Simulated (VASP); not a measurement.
The system is TaN.

```
Ta N
1.0
     0.00000    2.49114    2.49114
     2.49114    0.00000    2.49114
     2.49114    2.49114    0.00000
Ta N
1 1
Direct
  0.00000 0.00000 0.00000
  0.25000 0.25000 0.25000
```

The cell comes from a database or a generator and needn't be the stable form of this composition.

Base run:

| Quantity | Value |
| --- | --- |
| Program | VASP 6.6.1 |
| Functional | PBEsol |
| Potentials or basis | VASP PAW PBE potentials, release 64 (Ta_pv, N) |
| Cutoff | 520 eV |
| k mesh | 7 × 7 × 7 |
| Occupations | gaussian, width 0.05 eV |
| Spin | collinear spin, ferromagnetic start |
| Starting moments | [0.5, 0.0] μB |
| Hubbard terms | Ta d U = 4 eV |

Its results: pressure -24.5 GPa.

Q: The run is repeated on the same cell with these changes: further incar settings from ALGO = Normal; EDIFF = 1e-07 to ALGO = Fast; EDIFF = 1e-07; NBANDS = 19; fixed moment from none to 3 μB. What comes out?

A: Pressure 0.0 GPa; site moments Ta +1.60; N +0.39 μB.

Caveats: the PAW data sets were made with another functional, which shifts forces and pressure a little; the moment is held away from its start (some runs); the total moment is fixed, so each spin has its own Fermi level (some runs).
